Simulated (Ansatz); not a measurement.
Te, DFT, LDA, all-electron PAW with datasets made for the crystal, scalar-relativistic (Ansatz 0.2.0), run on 1 thread of Intel(R) Xeon(R) Platinum 8488C (Sapphire Rapids) on a shared host.

The geometry is COD entry 1531230, unchecked; take it as a test cell. The listed cell was then made from it by scaling, straining or moving an atom.

Command: `ansatz run input.yaml --threads 1 --pin off --max-ram 6144MiB --backend cpu --events-out ev --progress --plain --runs-dir out`

```yaml
crystal:
  lattice:
    - [4.4579994587, 0.0, 0.0]
    - [-2.2289997294, 3.8607407813, 0.0]
    - [0.0, 0.0, 5.8065]
  atoms:
    - { symbol: Te, position: [0.745, 0.0, 0.3333333333] }
    - { symbol: Te, position: [0.0, 0.745, 0.6666666667] }
    - { symbol: Te, position: [0.255, 0.255, 0.0] }
kpoints:
  mp_grid: { grid: [9, 9, 6] }
scf:
  occupations: { method: fermi_dirac, width: 0.08 }
hamiltonian:
  xc: lda
  pseudopotentials: { kind: all_electron, datasets: crystal }
output:
  forces: true
  stress: true
  eigenvalues: true
  efg: { contact_densities: true }
```

Q: How large is the problem that the program sets up?

A: 62 irreducible k-points, 377 plane waves at Γ, 13 bands.

Q: About how long does it take, and how much memory does it use?

A: 9.2 s of wall time for 7 SCF iterations, with a peak of 0.56 GiB. Times on shared machines scatter by tens of per cent.

Q: And the same cell and mesh by frozen-core PAW, asked for forces, stress, eigenvalues, efg, write_density, write_potential, elf, on the same hardware?

A: 12 s, peak memory 0.48 GiB.
